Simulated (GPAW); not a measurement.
# Si (Im-3m) in GPAW: further runs, part 2 of 2

GPAW 26.7.0. The steps go on from the part before.

### 3 Atomic charges, LDA (volume scaled by 0.92)

The input, run.py:

```python
import numpy as np
from ase.dft.bandgap import bandgap
from ase.io import write
from ase.spacegroup import crystal
from ase.units import Bohr
from gpaw import GPAW
from gpaw.analyse.hirshfeld import HirshfeldPartitioning

# Si 12d
atoms = crystal(['Si'],
                basis=[[0.25, 0.0, 0.5]],
                spacegroup=229, setting=1,  # Im-3m
                cellpar=[6.48927447, 6.48927447, 6.48927447, 90.0, 90.0, 90.0],
                primitive_cell=True)

calc = GPAW(mode='fd',
            h=0.15,
            xc='LDA',
            kpts={'size': (2, 2, 2), 'gamma': True},
            occupations={'name': 'fermi-dirac', 'width': 0.05},
            nbands=75,
            convergence={'density': 1e-05, 'energy': 1e-05},
            maxiter=80,
            legacy_gpaw=True,
            txt='gpaw.txt')
atoms.calc = calc
energy = atoms.get_potential_energy()
forces = atoms.get_forces()
calc.write('gs.gpw')
write('result.traj', atoms)
print(f'Energy: {energy:.6f} eV')
print('Forces (eV/A):')
print(forces.round(4))
print('Fermi level:', round(calc.get_fermi_level(), 4), 'eV')
print(f'Gap: {bandgap(calc)[0]:.4f} eV, direct: {bandgap(calc, direct=True)[0]:.4f} eV')

hirshfeld = HirshfeldPartitioning(calc)
print('Hirshfeld charges:', *np.round(hirshfeld.get_charges(), 4))
print('Hirshfeld volume ratios:', *np.round(hirshfeld.get_effective_volume_ratios(), 4))

# fields on the real-space grid
write('density.cube', atoms, data=calc.get_pseudo_density() * Bohr**3)
write('potential.cube', atoms, data=calc.get_electrostatic_potential())
```

Potentials or basis: the program's PAW data sets (release 1.2.1) made for this functional, fd.

Command:

```sh
$ OMP_NUM_THREADS=1 python run.py
```

gpaw.txt:

```text
___ ___ ___ _ _ _
 |   |   |_  | | | |
 | | | | | . | | | |
 |__ |  _|___|_____|  26.7.0
 |___|_|

Input parameters:
  convergence: {density: 1e-05,
                energy: 1e-05}
  h: 0.15
  kpts: {gamma: True,
         size: (2, 2, 2)}
  maxiter: 80
  mode: fd
  nbands: 75
  occupations: {name: fermi-dirac,
                width: 0.05}

System changes: positions, numbers, cell, pbc, initial_charges, initial_magmoms

Initialize ...

species:
  Si:
    name:    Silicon
    Z:       14.0
    valence: 4
    core:    10
    charge:  0.0  # [|e|]
    compensation charges:
      type: gauss
      rc: 0.33  # [Å]
      lmax: 2
    cutoffs:
      filter: 1.86  # [Å]
      core: 2.06  # [Å]
    projectors
    | kind |    occ | energy [eV] | rcut [Å] |
    |------|--------|-------------|----------|
    |   3s |  2.000 |     -10.878 |    1.058 |
    |   3p |  2.000 |      -4.162 |    1.058 |
    |    s |        |      16.334 |    1.058 |
    |    p |        |      23.049 |    1.058 |
    |    d |        |       0.000 |    1.058 |

    Using partial waves for Si as LCAO basis

Reference energy: -47152.279098  # eV

Spin-paired calculation

Convergence criteria:
 Maximum [total energy] change in last 3 cyles: 1e-05 eV / valence electron
 Maximum integral of absolute [dens]ity change: 1e-05 electrons / valence electron
 Maximum integral of absolute [eigenst]ate change: 4e-08 eV^2 / valence electron
 Maximum number of scf [iter]ations: 80
 (Square brackets indicate name in SCF output, whereas a 'c' in
 the SCF output indicates the quantity has converged.)

Symmetries present (total): 48

  ( 1  1  1)  ( 1  1  1)  ( 1  1  1)  ( 1  1  1)  ( 1  1  1)  ( 1  1  1)
  ( 0  0 -1)  ( 0  0 -1)  ( 0 -1  0)  ( 0 -1  0)  (-1  0  0)  (-1  0  0)
  ( 0 -1  0)  (-1  0  0)  ( 0  0 -1)  (-1  0  0)  ( 0  0 -1)  ( 0 -1  0)

  ( 1  0  0)  ( 1  0  0)  ( 1  0  0)  ( 1  0  0)  ( 1  0  0)  ( 1  0  0)
  ( 0  1  0)  ( 0  1  0)  ( 0  0  1)  ( 0  0  1)  (-1 -1 -1)  (-1 -1 -1)
  ( 0  0  1)  (-1 -1 -1)  ( 0  1  0)  (-1 -1 -1)  ( 0  1  0)  ( 0  0  1)
[... 13 lines left out ...]
  ( 0 -1  0)  ( 0 -1  0)  ( 0 -1  0)  ( 0 -1  0)  ( 0 -1  0)  ( 0 -1  0)
  ( 1  1  1)  ( 1  1  1)  ( 0  0 -1)  ( 0  0 -1)  (-1  0  0)  (-1  0  0)
  ( 0  0 -1)  (-1  0  0)  ( 1  1  1)  (-1  0  0)  ( 1  1  1)  ( 0  0 -1)

  (-1  0  0)  (-1  0  0)  (-1  0  0)  (-1  0  0)  (-1  0  0)  (-1  0  0)
  ( 1  1  1)  ( 1  1  1)  ( 0  0 -1)  ( 0  0 -1)  ( 0 -1  0)  ( 0 -1  0)
  ( 0  0 -1)  ( 0 -1  0)  ( 1  1  1)  ( 0 -1  0)  ( 1  1  1)  ( 0  0 -1)

  (-1 -1 -1)  (-1 -1 -1)  (-1 -1 -1)  (-1 -1 -1)  (-1 -1 -1)  (-1 -1 -1)
  ( 1  0  0)  ( 1  0  0)  ( 0  1  0)  ( 0  1  0)  ( 0  0  1)  ( 0  0  1)
  ( 0  1  0)  ( 0  0  1)  ( 1  0  0)  ( 0  0  1)  ( 1  0  0)  ( 0  1  0)

8 k-points: 2 x 2 x 2 Monkhorst-Pack grid + [1/4,1/4,1/4]
3 k-points in the irreducible part of the Brillouin zone
       k-points in crystal coordinates                weights
   0:     0.00000000    0.00000000    0.00000000          1/8
   1:     0.50000000    0.50000000    0.00000000          6/8
   2:     0.50000000    0.50000000    0.50000000          1/8

Wave functions: Uniform real-space grid
  Kinetic energy operator: 8*3+1=25 point O(h^6) finite-difference Laplacian
  ScaLapack parameters: grid=1x1, blocksize=None
  Wavefunction extrapolation:
    Improved wavefunction reuse through dual PAW basis

Occupation numbers: Fermi-Dirac:
  width: 0.0500  # eV

Eigensolver
   Davidson(niter=2)

Densities:
  Coarse grid: 32*32*32 grid
  Fine grid: 64*64*64 grid
  Total Charge: 0.000000

Density mixing:
  Method: separate
  Backend: msr1
  Linear mixing parameter: 0.05
  old densities: 10
  Width of damping distribution: 1.1
  Damping of long wavelength oscillations: 20

Hamiltonian:
  XC and Coulomb potentials evaluated on a 64*64*64 grid
  Using the LDA Exchange-Correlation functional
  Interpolation: tri-quintic (5. degree polynomial)
  Poisson solver: FastPoissonSolver using
    Stencil: 8*3+1=25 point O(h^6) finite-difference Laplacian
    FFT axes: [np.int64(0), np.int64(1), np.int64(2)]
    FST axes: []

Number of atoms: 6
Number of atomic orbitals: 24
Number of bands in calculation: 75
Number of valence electrons: 24
Bands to converge: occupied

... initialized

Initializing position-dependent things.

Density initialized from atomic densities
Creating initial wave functions:
  24 bands from LCAO basis set
  51 bands from random numbers

        Si
           Si
         Si
               Si
             Si
                Si

Atomic positions and initial magnetic moments

Positions:
   0 Si     1.622319    0.000000    3.244637    ( 0.0000,  0.0000,  0.0000)
   1 Si     3.244637    1.622319    0.000000    ( 0.0000,  0.0000,  0.0000)
   2 Si     0.000000    3.244637    1.622319    ( 0.0000,  0.0000,  0.0000)
   3 Si     0.000000    1.622319    3.244637    ( 0.0000,  0.0000,  0.0000)
   4 Si     1.622319    3.244637    0.000000    ( 0.0000,  0.0000,  0.0000)
   5 Si     3.244637    0.000000    1.622319    ( 0.0000,  0.0000,  0.0000)

Unit cell:
           periodic     x           y           z      points  spacing
  1. axis:    yes   -3.244637    3.244637    3.244637    32     0.1434
  2. axis:    yes    3.244637   -3.244637    3.244637    32     0.1434
  3. axis:    yes    3.244637    3.244637   -3.244637    32     0.1434

  Lengths:   5.619877   5.619877   5.619877
  Angles:  109.471221 109.471221 109.471221

Effective grid spacing dv^(1/3) = 0.1610

iter:   1   -34.249004
iter:   2   -34.187536   -0.40  -0.73
iter:   3   -33.316612   -0.68  -0.75
iter:   4   -33.243936   -1.78  -1.36
iter:   5   -33.246139   -2.17  -1.77
iter:   6   -33.247692   -2.88  -2.18
iter:   7   -33.246458   -3.38  -2.40
iter:   8   -33.246512   -3.98  -3.53
iter:   9   -33.246421c  -4.37  -3.41
iter:  10   -33.246436c  -4.98  -4.43
iter:  11   -33.246426c  -5.44  -4.31
iter:  12   -33.246426c  -5.98  -5.29c
iter:  13   -33.246427c  -6.47  -5.35c
iter:  14   -33.246427c  -6.96  -5.99c
iter:  15   -33.246427c  -7.48c -5.91c

Converged after 15 iterations.

Dipole moment: (0.361059, 0.361059, 0.361059) |e|*Ang

Energy contributions relative to reference atoms: (reference = -47152.279098)

Kinetic:        +72.301917
Potential:      -60.515938
External:        +0.000000
XC:             -44.940659
Entropy (-ST):   -0.032552
Local:           -0.075471
SIC:             +0.000000
--------------------------
Free energy:    -33.262703
Extrapolated:   -33.246427

Showing only first 2 kpts
 Kpt  Band  Eigenvalues  Occupancy
  0    10      1.80718    2.00000
  0    11      1.80718    2.00000
  0    12      6.02171    0.00000
  0    13      6.02172    0.00000

  1    10      2.70683    2.00000
  1    11      3.39271    2.00000
  1    12      5.18923    0.00000
  1    13      6.21419    0.00000

Fermi level: 4.23827

Gap: 0.168 eV
Transition (v -> c):
  (s=0, k=2, n=11, [0.50, 0.50, 0.50]) -> (s=0, k=2, n=12, [0.50, 0.50, 0.50])
No difference between direct/indirect transitions

Forces in eV/Ang:
  0 Si   -0.00000   -0.00000    0.00000
  1 Si   -0.00000    0.00000   -0.00000
  2 Si    0.00000    0.00000    0.00000
  3 Si   -0.00000    0.00000    0.00000
  4 Si   -0.00000   -0.00000    0.00000
  5 Si    0.00000   -0.00000    0.00000

Writing to gs.gpw (mode='')

Initializing position-dependent things.
```

It took 89 s on 1 thread of Arm Neoverse V1, shared host; peak memory 0.52 GiB.

The run converged, but some of its settings lie outside the range that counts as converged, so its numbers aren't taken as properties of the crystal.

What came out:

| Item | Value |
| --- | --- |
| Free energy | -33.2627 eV |
| Band gap on the k mesh | 0.17 eV, direct |

Caveat: the k mesh is coarse (spacing up to 0.68 Å⁻¹), so the values aren't converged; the real-space grid adds noise to forces.

### 4 Single point, vdW-DF

The input, run.py:

```python
from ase.dft.bandgap import bandgap
from ase.io import read, write
from gpaw import GPAW, PW

atoms = read('POSCAR')

calc = GPAW(mode=PW(600),
            xc={'name': 'vdW-DF', 'backend': 'libvdwxc'},
            kpts={'size': (6, 6, 6), 'gamma': True},
            occupations={'name': 'fermi-dirac', 'width': 0.05},
            nbands=25,
            convergence={'density': 1e-05, 'energy': 1e-05},
            maxiter=150,
            txt='gpaw.txt')
atoms.calc = calc
energy = atoms.get_potential_energy()
forces = atoms.get_forces()
calc.write('gs.gpw')
write('result.traj', atoms)
print(f'Energy: {energy:.6f} eV')
print('Forces (eV/A):')
print(forces.round(4))
print('Fermi level:', round(calc.get_fermi_level(), 4), 'eV')
print(f'Gap: {bandgap(calc)[0]:.4f} eV, direct: {bandgap(calc, direct=True)[0]:.4f} eV')
```

The input, POSCAR:

```
Si
1.0
   -3.3360831900      3.3360831900      3.3360831900
    3.3360831900     -3.3360831900      3.3360831900
    3.3360831900      3.3360831900     -3.3360831900
Si
6
Direct
    0.5000000000      0.7500000000      0.2500000000
    0.2500000000      0.7500000000      0.5000000000
    0.2500000000      0.5000000000      0.7500000000
    0.5000000000      0.2500000000      0.7500000000
    0.7500000000      0.5000000000      0.2500000000
    0.7500000000      0.2500000000      0.5000000000
```

Potentials or basis: GPAW PAW data sets (gpaw-data 1.2.1), pw.

Command:

```sh
$ OMP_NUM_THREADS=1 python run.py
```

gpaw.txt:

```text
__  _  _
 | _ |_)|_||  |
 |__||  | ||/\| - 26.7.0

Input parameters:
  mode=PW(ecut=600.0),
  convergence={'density': 1e-05, 'energy': 1e-05},
  kpts=MonkhorstPack(size=(6, 6, 6), gamma=True),
  maxiter=150,
  nbands=25,
  occupations=Occupations(name='fermi-dirac', width=0.05),
  xc=XC(name='vdW-DF', backend='libvdwxc')

Diagonalizing LCAO Hamiltonian
Converting LCAO to pw mode

        Si
          SSi

              SSi
                 Si

Atoms  # Å, Bohr magnetons
|   | symbol |        x |        y |        z |    initial magnetic moments |
|---|--------|----------|----------|----------|-----------------------------|
| 0 |     Si | 1.668042 | 0.000000 | 3.336083 | ( 0.0000,  0.0000,  0.0000) |
| 1 |     Si | 3.336083 | 0.000000 | 1.668042 | ( 0.0000,  0.0000,  0.0000) |
| 2 |     Si | 3.336083 | 1.668042 | 0.000000 | ( 0.0000,  0.0000,  0.0000) |
| 3 |     Si | 1.668042 | 3.336083 | 0.000000 | ( 0.0000,  0.0000,  0.0000) |
| 4 |     Si | 0.000000 | 1.668042 | 3.336083 | ( 0.0000,  0.0000,  0.0000) |
| 5 |     Si | 0.000000 | 3.336083 | 1.668042 | ( 0.0000,  0.0000,  0.0000) |

Unit cell  # Å
| periodic |         x |         y |         z |  lengths |     angles |
|----------|-----------|-----------|-----------|----------|------------|
|      yes | -3.336083 |  3.336083 |  3.336083 | 5.778266 | 109.471221 |
|      yes |  3.336083 | -3.336083 |  3.336083 | 5.778266 | 109.471221 |
|      yes |  3.336083 |  3.336083 | -3.336083 | 5.778266 | 109.471221 |

Number of symmetries: 48
Symmetry operations  # r_c * U_cc + t_c -> r_c
|    | kind |            matrix            |
|----|------|------------------------------|
|  0 |  σ   |  1, 1, 1,  0, 0,-1,  0,-1, 0 |
|  1 |  C4  |  1, 1, 1,  0, 0,-1, -1, 0, 0 |
|  2 |  C2  |  1, 1, 1,  0,-1, 0,  0, 0,-1 |
|  3 |  S6  |  1, 1, 1,  0,-1, 0, -1, 0, 0 |
|  4 |  S6  |  1, 1, 1, -1, 0, 0,  0, 0,-1 |
|  5 |  C4  |  1, 1, 1, -1, 0, 0,  0,-1, 0 |
|  6 |  E   |  1, 0, 0,  0, 1, 0,  0, 0, 1 |
|  7 |  σ   |  1, 0, 0,  0, 1, 0, -1,-1,-1 |
|  8 |  σ   |  1, 0, 0,  0, 0, 1,  0, 1, 0 |
|  9 |  C3  |  1, 0, 0,  0, 0, 1, -1,-1,-1 |
| 10 |  C3  |  1, 0, 0, -1,-1,-1,  0, 1, 0 |
| 11 |  σ   |  1, 0, 0, -1,-1,-1,  0, 0, 1 |
| 12 |  σ   |  0, 1, 0,  1, 0, 0,  0, 0, 1 |
| 13 |  C2  |  0, 1, 0,  1, 0, 0, -1,-1,-1 |
| 14 |  C3  |  0, 1, 0,  0, 0, 1,  1, 0, 0 |
| 15 |  S4  |  0, 1, 0,  0, 0, 1, -1,-1,-1 |
| 16 |  S4  |  0, 1, 0, -1,-1,-1,  1, 0, 0 |
| 17 |  C3  |  0, 1, 0, -1,-1,-1,  0, 0, 1 |
| 18 |  C3  |  0, 0, 1,  1, 0, 0,  0, 1, 0 |
| 19 |  S4  |  0, 0, 1,  1, 0, 0, -1,-1,-1 |
| 20 |  σ   |  0, 0, 1,  0, 1, 0,  1, 0, 0 |
[... 91 lines left out ...]
    |   3s |  2.000 |     -10.782 |    1.058 |
    |   3p |  2.000 |      -4.060 |    1.058 |
    |    s |        |      16.430 |    1.058 |
    |    p |        |      23.151 |    1.058 |
    |    d |        |       0.000 |    1.058 |

    Using partial waves for Si as LCAO basis

Reference energy: -47332.975817  # eV

eigensolver:
  PPCG
  Converge bands: occupied
  niter=2

density mixing:
  MSR1-Mixer
  Pratt-step length: 0.05
  Maximum mixing coefficient: 0.75
  Old densities: 10
  SVD Regularization: 0.005
  Good broyden scale: 1.0
  Trust region scale: 1.0
  Backstep threshold: 4.0
  History deletion threshold: 6.0
  Fourier metric: weight=20.0, sigma=0.015

occupation numbers:
  Fermi-Dirac:
    width: 0.0500  # eV

poisson solver:
  ecut: 4800.0  # eV

xc functional:
  name: vdW-DF with libvdwxc
  Mode: serial
  Semilocal: GGA_X_PBE_R+LDA_C_PW with 2 nearest neighbor stencil
  Local blocksize: 70 x 70 x 70
  PAW datasets: revPBE

convergence criteria:
- Maximum integral of absolute [dens]ity change: 1e-05 electrons / valence electron
- Maximum [total energy] change in last 3 cyles: 1e-05 eV / valence electron
- Maximum integral of absolute [eigenst]ate change: 4e-08 eV^2 / valence electron
maximum number of iterations: 150

SCF iterations
|iter     | |      energy | eigst |  dens |
|---------|-|-------------|-------|-------|
|iter:   1| | -113.546260 | +0.09 |       |
|iter:   2| | -113.538081 | -1.73 | -0.79 |
|iter:   3| | -113.177156 | -1.87 | -0.81 |
|iter:   4| | -113.187814 | -2.90 | -1.49 |
|iter:   5| | -113.192769 | -3.97 | -1.99 |
|iter:   6| | -113.192681 | -5.39 | -3.03 |
|iter:   7| | -113.192687c| -6.47 | -3.35 |
|iter:   8| | -113.192687c| -7.89c| -4.49 |
|iter:   9| | -113.192687c| -7.85c| -5.02c|

Converged in 9 steps
Energy contributions relative to reference atoms: (reference = -47332.975817)

Energy contributions:
  Kinetic:          58.644655
  Coulomb:         -51.477351
  Zero:             -0.029133
  External:          0.000000
  Xc:             -120.329729
  Entropy:          -0.002258
  Spinorbit:         0.000000
  ----------------------------
  Free energy:    -113.193816
  Extrapolated:   -113.192687

dipole moment: (-0.000013, -0.000013, -0.000013)  # |e|*Ang

Fermi level: 3.663
Eigenvalues  # (at kpt = [0.000, 0.000, 0.000])
| band index |      eig [eV] | occ [0-2] |
|------------|---------------|-----------|
|          0 |        -8.111 |     2.000 |
|        ... |               |           |
|          4 |        -3.477 |     2.000 |
|          5 |        -3.477 |     2.000 |
|          6 |         0.797 |     2.000 |
|          7 |         0.797 |     2.000 |
|          8 |         0.797 |     2.000 |
|          9 |         1.561 |     2.000 |
[... 8 lines left out ...]
|         18 |         9.600 |     0.000 |
|         19 |        10.482 |     0.000 |
|        ... |               |           |
|         24 |        11.826 |     0.000 |

Gap: 0.171 eV
Transition (v -> c):
  (s=0, k=15, n=11, [0.50, 0.50, 0.50]) -> (s=0, k=6, n=12, [0.33, 0.33, -0.33])
Direct/indirect transitions are different
Direct gap: 0.470 eV
Transition at: (s=0, k=15, n=11, [0.50, 0.50, 0.50])

Forces  # eV/Ang
|        x |        y |        z |
|----------|----------|----------|
|  0.00000 | -0.00000 | -0.00000 |  # Si   0
| -0.00000 | -0.00000 | -0.00000 |  # Si   1
|  0.00000 | -0.00000 |  0.00000 |  # Si   2
| -0.00000 |  0.00000 |  0.00000 |  # Si   3
|  0.00000 |  0.00000 | -0.00000 |  # Si   4
|  0.00000 | -0.00000 |  0.00000 |  # Si   5

# Writing to gs.gpw (mode='')
```

Wall time 47 s (1 thread of Arm Neoverse V1, shared host); peak memory 0.31 GiB.

What came out:

- Free energy: -113.1938 eV
- Band gap on the k mesh: 0.17 eV, indirect (least direct gap 0.47 eV)

Caveat: the PAW data sets were made with another functional, which shifts forces and pressure a little.
